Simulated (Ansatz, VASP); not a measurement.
**Two plane-wave programs on Al**

```
Al
1.0
     0.00000    2.02481    2.02481
     2.02481    0.00000    2.02481
     2.02481    2.02481    0.00000
Al
1
Direct
  0.00000 0.00000 0.00000
```

Alike in both runs: task single point; functional LDA; k mesh 14 × 14 × 14; occupations gaussian, width 0.1 eV; no spin polarisation.

|  | VASP | Ansatz |
| --- | --- | --- |
| version | VASP 6.6.1 | Ansatz 0.2.0 |
| potentials or method | VASP PAW LDA potentials, release 64 (Al) | plane waves, PAW |
| plane-wave cutoff (eV) | 520 | 420 |
| valence electrons in the cell | 3 | 3 |

|  | VASP | Ansatz | Ansatz less VASP |
| --- | --- | --- | --- |
| pressure (GPa) | -3.9 | -3.9 | -0.04 |
